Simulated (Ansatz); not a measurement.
Something may be wrong with this Ansatz 0.2.0 calculation of InP.

input.yaml

```yaml
crystal:
  lattice:
    - [0.0, 5.53784234, 5.53784234]
    - [5.53784234, 0.0, 5.53784234]
    - [5.53784234, 5.53784234, 0.0]
  atoms:
    - { symbol: In, position: [0.0, 0.0, 0.0] }
    - { symbol: P, position: [0.75, 0.75, 0.75] }
hamiltonian:
  xc: revpbe
  pseudopotentials: { kind: paw, core: small }
kpoints:
  mp_grid: { grid: [8, 8, 8] }
scf:
  occupations: { method: tetrahedron }
  max_iter: 100
output:
  forces: true
  stress: true
  xc_energy_on_converged_density: [lda, pbe, pbesol, rpbe, blyp, r2scan]
```

Potentials or basis: Ansatz PAW small core.

Command:

```bash
$ ansatz run input.yaml --threads 1 --pin off --max-ram 2560MiB --backend cpu --events-out ev --progress --plain --runs-dir out
```

Output:

```text
Warning: output.forces, output.stress, relax.cell or npt_langevin: where a Kohn–Sham band that disperses or a degenerate level is filled in part under the method tetrahedron, the forces or the stress that this run publishes need not agree with its energy (scf.occupations.method in the input reference, under Limitations); prefer a smearing scheme for the forces or the stress
Warning: of In the run reads no dataset of the core that `hamiltonian.pseudopotentials.core` asks for: this build lists none beside the file that it uses, or the input names that file
Warning: RAYON_NUM_THREADS=1 ignored (pool sized by the plan → 1); use --threads N
Engine: ansatz 0.2.0, aarch64-unknown-linux-gnu
Pseudopotentials: kind: paw
Pseudopotential: In, paw, valence charge 13, recommended cutoff 420 eV (normal), In.paw.azcp
Pseudopotential: P, paw, valence charge 5, recommended cutoff 420 eV (normal), P.paw.azcp
Functional definition: revPBE
  parameter kappa = 1.245
  parameter beta = 0.06672455060314922
  exchange = pbe_x(kappa = kappa, mu = beta*pi^2/3)
  correlation = pbe_c(beta = beta)
Crystal: 2 atoms, lattice volume = 339.666 Å³
Basis set: ecut = 420 eV, 6615 PW (Γ), exchange–correlation on 108×108×108 points (8 copies of the dense FFT grid, shifted against one another)
Bands: 13, of which v1, the nominal top of the filled ones, is band 9 counted from 1 (8 counted from 0)
Symmetry: 24 space group operations
Space group: F-43m (ITA 216), of the structure as read, at distance tolerance 7.0e-5 Å
[... 47 lines left out ...]
  E_aug_tail   = 0.000029  (compensation charges beyond the density's cutoff)
  E_ewald      = -645.971014
  E_core_change = 0.024891  (= ΣΔE_core)
  E_smearing   = -0.000499  (= −TS)
  E_closure    = -0.000000  (closes the sum)
  Σ components = -6356.677968   (vs F -6356.677968, Δ=0.00e0)
--- Forces (eV/Å), atoms counted from 1 ---
  atom   1  In     0.00000000    -0.00000000    -0.00000000
  atom   2  P     -0.00000000     0.00000000    -0.00000000
  max |Σ_I F_I| component: 2.43e-17 eV/Å
--- Stress (GPa, compression-positive) ---
       -0.831742       0.000000      -0.000000
        0.000000      -0.831742       0.000000
       -0.000000       0.000000      -0.831742
  P = ⅓ Tr σ = -0.8317 GPa (-8.317 kbar)
--- E_xc of listed functionals on the converged density (eV per cell; not total energies) ---
  on the closing iteration's output density plus the core of the run's pseudopotentials (for a meta-GGA, its output tau too, plus the cores' where a run under it adds that), as the run's own E_xc is; on PAW an entry holds the one-centre parts besides; self-consistent for revpbe alone
  E_xc = -4804.168877  lda
  E_xc = -4975.900602  pbe
  E_xc = -4887.009543  pbesol
  E_xc = -4988.245585  rpbe
  E_xc = -4997.084920  blyp
  E_xc = -4992.659346  r2scan
[... 6 lines left out ...]
```

Task: How did it end, and where is the flaw?

Result: The calculation finished and met its thresholds. The input holds a flaw that was put in on purpose: a lattice typed in bohr. The program doesn't stop on it, so the numbers can't be trusted though the run ends normally.
